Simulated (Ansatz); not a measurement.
Reactions of C3H8OSi, SMILES `CC(C)[Si]O`.

Program: Ansatz. Geometries: PBE0-D4/def2-TZVP. ΔE: electronic, gas phase. CCSD(T)/CBS adds triple-zeta CCSD(T) − MP2 to the extrapolated MP2 energy (def2 sets, frozen cores). This one scheme is used for every species. DFT in def2-TZVPP. Triplets are unrestricted, without spin–orbit coupling. Each species was taken in one conformer, which may not be the lowest.

```
                                             reaction  CCSD(T)/CBS(def2) (kJ/mol)
          `CC(C)[Si]O` + `CNC` → `CN(C)[Si]O` + `CCC`                           ?
`CC(C)[Si]O` + `CC(C)(C)O` → `COC(C)(C)C` + `CC[Si]O`                          46
        `CC(C)[Si]O` + `CCC` → `CC(C)[Si]C(C)C` + H₂O                         152
         `CC(C)[Si]O` → `[CH2]` (triplet) + `CC[Si]O`                         431
`CC(C)[Si]O` + `CC(C)(C)O` → `CC(C)(C)O[Si]O` + `CCC`                        -169
      `CC(C)[Si]O` + `CC(N)F` → `CNC(C)F` + `CC[Si]O`                           ?
```

Fill in the missing values. (Estimate.)

Ansatz gave: `CC(C)[Si]O` + `CNC` → `CN(C)[Si]O` + `CCC`: -133.0 kJ/mol; `CC(C)[Si]O` + `CC(N)F` → `CNC(C)F` + `CC[Si]O`: +24.6 kJ/mol.

Largest T1 diagnostic: 0.013, for `CC[Si]O`.
